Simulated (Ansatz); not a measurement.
**CdTe under changes of volume**

One of the cells (32.922 Å³/atom); the others are scaled copies at fixed shape and fractional positions:

```
CELL_PARAMETERS angstrom
0.00000 3.20500 3.20500
3.20500 0.00000 3.20500
3.20500 3.20500 0.00000
ATOMIC_POSITIONS crystal
Te 0.75000 0.75000 0.75000
Cd 0.00000 0.00000 0.00000
```

- Program: Ansatz 0.2.0
- Functional: HF
- Potentials or basis: Ansatz PAW
- Cutoff: 420 eV (not typed: the program's choice for these potentials)
- k mesh: 4 × 4 × 4
- Occupations: fermi-dirac, width 0.05 eV
- Spin: no spin polarisation

```csv
volume (Å³/atom),energy over the lowest point (meV/atom),pressure (GPa),gap on the mesh (eV)
30.947,207.28,13.0,7.90
31.605,?,?,?
32.263,114.29,9.6,7.71
32.922,77.79,8.2,7.62
33.580,46.68,6.9,7.54
34.239,21.08,5.6,7.45
34.897,0.00,4.6,7.36
```

Question: What does the run at 31.605 Å³/atom give?

Answer: Energy over the lowest point 157.44 meV/atom; pressure 11.2 GPa; gap on the mesh 7.81 eV.

Worked out: A Birch-Murnaghan fit of order 3 (a polynomial in V^(-2/3)) to the other rows has no minimum within the range. It gives 157.29 meV/atom at 31.605 Å³/atom, against the run's 157.44, and -dE/dV = 11.3 GPa, against 11.2. A straight line through the other rows of the gap, of slope -4.46 eV per unit of ln V (its deformation potential), gives 7.80 eV, against the run's 7.81.

Energies are extrapolated to zero smearing.

Caveats: some runs use coarse meshes; spin-orbit coupling is left out, which moves the levels of the heavy elements; the PAW data sets come from PBE, with cores solved anew for the run's functional, which leaves a small shift of forces and pressure; the thresholds are loose for stress.
